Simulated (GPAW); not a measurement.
## CsSnBr3: band structure with PBEsol

**Measured values to compare with.**

“Influence of hidden halogen mobility on local structure of CsSn(Cl1−xBrx)3 mixed-halide perovskites by solid-state NMR”, 2020, pmc:8179406 reports, for a powder of CsSnBr3 at 300 K: band gap 1.79 eV (optical).

The system is CsSnBr3.

```
Cs Sn Br
1.0
     5.83901    0.00000    0.00000
     0.00000    5.83901    0.00000
     0.00000    0.00000    5.83901
Cs Sn Br
1 1 3
Direct
  0.00000 0.00000 0.00000
  0.50000 0.50000 0.50000
  0.00000 0.50000 0.50000
  0.50000 0.50000 0.00000
  0.50000 0.00000 0.50000
```

The cell is a database's computed one.

* Program: GPAW 26.7.0
* Task: band structure
* Functional: PBEsol
* Potentials or basis: PAW data sets generated in the run's folder for this functional
* Cutoff: 600 eV
* Basis: pw
* k mesh: 5 × 5 × 5
* Occupations: fermi-dirac, width 0.05 eV
* Spin: spin-orbit coupling, no magnetisation
* Maxiter: 150
* Band path: GXMGRX,MR
* Band points: 60
* spin axis theta (degrees): 0
* spin axis phi (degrees): 0
* Soc after scf: second variation

```
Pressure                : -0.9 GPa
Band gap along the path : 0.03 eV, direct
```

Levels at the corners of the path, in eV from the valence-band top:
```tsv
point	band 42	band 43	band 44	band 45	band 46	band 47
Γ	-2.71	-2.71	-2.71	2.11	2.11	3.20
X	-2.86	-1.99	-1.99	1.39	1.39	3.58
M	-2.50	-0.97	-0.97	0.72	0.72	1.14
Γ	-2.71	-2.71	-2.71	2.11	2.11	3.20
R	-2.40	0.00	0.00	0.03	0.03	0.57
X	-2.86	-1.99	-1.99	1.39	1.39	3.58
M	-2.50	-0.97	-0.97	0.72	0.72	1.14
R	-2.40	0.00	0.00	0.03	0.03	0.57
```

Wall time 3.4 min on 1 thread of Intel(R) Xeon(R) 6975P-C (Granite Rapids), with other jobs on the host, peak memory 0.92 GiB.

Measured gap of CsSnBr3: 1.79 eV (optical; 300 K; powder; “Influence of hidden halogen mobility on local structure of CsSn(Cl1−xBrx)3 mixed-halide perovskites by solid-state NMR”, 2020, pmc:8179406). This calculation gives 0.03 eV (-1.76 eV). So large a miss can be the level of theory's own, or it may mean another phase, state or a wrong row. The value is that of PBEsol, without temperature or zero-point motion. Semilocal functionals fall short of measured gaps as a rule. The cell is a database's relaxed one, not the measured one, which moves gaps too.

Caveat: spin-orbit coupling was added after a scalar SCF, so levels and gaps hold it while energy, forces, pressure and moments don't; this program's spin-orbit splittings come out too wide for heavy elements.
